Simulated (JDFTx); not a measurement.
Y under changes of volume

One of the cells (33.012 Å³/atom); the others are scaled copies at fixed shape and fractional positions:

```
Y
1.0
     3.64740    0.00000    0.00000
    -1.82370    3.15874    0.00000
     0.00000    0.00000    5.73060
Y
2
Cartesian
  1.8237 1.0529 4.2980
  0.0000 2.1058 1.4326
```

* Program: JDFTx 1.7.0 (patched build)
* Functional: LDA
* Potentials or basis: PseudoDojo-SR-LDA-0.4.1-standard with smoothed tails
* Cutoff: 980 eV
* Density cutoff: 7837 eV
* k mesh: 8 × 8 × 5
* Occupations: fermi-dirac, width 0.05 eV
* Spin: no spin polarisation

```tsv
volume (Å³/atom)	energy over the lowest point (meV/atom)	pressure (GPa)
31.031	0.00	-1.6
31.691	8.09	-2.4
32.351	19.32	-3.1
33.012	?	?
33.672	50.38	-4.4
34.332	69.78	-5.0
34.992	91.48	-5.5
```

Problem. What does the run at 33.012 Å³/atom give?

Solution. Energy over the lowest point 33.49 meV/atom; pressure -3.8 GPa.

Worked out: A Birch-Murnaghan fit of order 3 (a polynomial in V^(-2/3)) to the other rows has no minimum within the range. It gives 33.51 meV/atom at 33.012 Å³/atom, against the run's 33.49, and -dE/dV = -3.8 GPa, against -3.8.

Energies are extrapolated to zero smearing.
